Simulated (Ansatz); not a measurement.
## Cold compression of TePb

```
Te Pb
1.0
     4.00229    0.00000    0.00000
     0.00000    4.00229    0.00000
     0.00000    0.00000    4.00229
Te Pb
1 1
Direct
  0.50000 0.50000 0.50000
  0.00000 0.00000 0.00000
```

The base volume is that of a database entry, with shape and atoms relaxed on PAW files at held volume, so it needn't be at zero pressure; the structure needn't be the stable phase, at rest or compressed.

Its volume is scaled, and at each volume shape and atoms are relaxed on PAW files; all methods then take that cell.

Level of theory: DFT with PBEsol, scalar-relativistic, in Ansatz 0.2.0; a Γ-centred 9×9×9 k mesh, Fermi–Dirac smearing of 0.05 eV, no spin polarisation. LAPW: all electrons, basis error target 1 meV/atom; PAW: frozen-core files, cutoff 420 eV; crystal datasets: all electrons, by PAW datasets that the program makes for each cell.

Energies are extrapolated to zero smearing and count from the unscaled cell; pressure is positive in compression; gaps take the mesh and a band path. No temperature or zero-point motion is included.

Spin–orbit coupling is left out, which matters for the heavy atoms. The PAW files were made under PBE.

```json
{"V/V0": "1.00", "V (Å³/atom)": "32.05", "P LAPW (GPa)": "-2.92", "ΔE LAPW (eV/atom)": "0.000", "P PAW − LAPW (GPa)": "-0.01", "ΔE PAW − LAPW (meV/atom)": "0.0", "space group": "Pm-3m", "shortest distance (Å)": "?"}
{"V/V0": "0.90", "V (Å³/atom)": "28.85", "P LAPW (GPa)": "2.04", "ΔE LAPW (eV/atom)": "-0.014", "P PAW − LAPW (GPa)": "-0.01", "ΔE PAW − LAPW (meV/atom)": "-0.2", "space group": "Pm-3m", "shortest distance (Å)": "3.346"}
{"V/V0": "0.60", "V (Å³/atom)": "19.23", "P LAPW (GPa)": "58.0", "ΔE LAPW (eV/atom)": "1.253", "P PAW − LAPW (GPa)": "-0.01", "ΔE PAW − LAPW (meV/atom)": "-1.0", "space group": "Pm-3m", "shortest distance (Å)": "2.923"}
{"V/V0": "0.45", "V (Å³/atom)": "14.42", "P LAPW (GPa)": "?", "ΔE LAPW (eV/atom)": "4.621", "P PAW − LAPW (GPa)": "0.10", "ΔE PAW − LAPW (meV/atom)": "-0.2", "space group": "Pm-3m", "shortest distance (Å)": "2.656"}
```

Problem. Fill in "shortest distance (Å)" for the row "1.00".

Solution. 3.466.

Problem. What belongs in the row "0.45", column "P LAPW (GPa)"?

Solution. 195.0.

Problem. From the table, what is the rise of the enthalpy H = E + pV up to the last row, and how stiff is the crystal between the last two rows?

Solution. ΔH = 4.621 eV + (195.0 GPa × 14.42 Å³ + 2.92 GPa × 32.05 Å³) × 0.006242 eV/(GPa·Å³) = 22.76 eV/atom, of which pV makes 80 %. The mean bulk modulus there is −ΔP/Δln V = 476 GPa.

Problem. At the smallest volume, how far do crystal datasets lie from LAPW in pressure?

Solution. crystal datasets: 0.00 GPa, on a LAPW pressure of 195.0 GPa.

Problem. How do the Löwdin populations by LAPW change from the unscaled cell to the last row?

Solution. Te 5s 1.87 → 1.65, Te 5p 4.25 → 3.95, Pb 6s 1.96 → 1.68, Pb 6p 1.87 → 2.61, Pb 5d 10.00 → 9.96 electrons an atom. These are projections on the shells that the free atoms fill; 0.06 e a cell lies outside them at the start and 0.21 e at the end.
